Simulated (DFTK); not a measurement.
Runs of DFTK 0.8.2 on KCl (Sylvite). It takes space group Fm-3m (No. 225, cubic). The conventional cell has a = 6.293 Å, b = 6.293 Å, c = 6.293 Å, α = 90.00°, β = 90.00°, γ = 90.00°. K (site symmetry m-3m) has 6 Cl at 3.15 Å as nearest neighbours. Cl (site symmetry m-3m) is surrounded by 6 K at 3.15 Å. 

```csv
task,level,potentials or basis,k mesh,cutoff (eV),SCF solver,mesh quality,gap on the mesh (eV),pressure (GPa)
band structure,TASK,SG15 1.2 (PBE),5 × 5 × 5,1225,-,not flagged,8.49,6.5
band structure,r2SCAN,"in-house norm-conserving set (r2SCAN, scalar relativistic)",5 × 5 × 5,1252,ScfAndersonSolver,not flagged,5.83,0.0
band structure,PBE,SG15 1.2 (PBE),7 × 7 × 7,952,-,not flagged,(b),(a)
band structure,BJ06,"cp2k.nc.sr.pbe.v0_1.semicore.gth (PBE, GTH)",4 × 4 × 4,1769,-,coarse,5.88,-
```

Alike in all rows: no spin polarisation; cell as given; smearing fermi-dirac 0.05 eV.

Question: Estimate the missing entries.

Answer: (a) 0.7; (b) 5.19.

Caveats: some runs use coarse meshes; the potentials were made for another functional, which shifts forces and pressure (some runs); the program warned that the kinetic-energy density falls under its von Weizsäcker bound, which can give unphysical results (some runs); the program leaves the constant c of mgga_x_tb09 at 1, so the potential is Becke-Johnson's (BJ06) and not Tran and Blaha's, with levels but no total energy (some runs).

A k mesh can miss the band edges.

Not every run made on this cell is shown here.
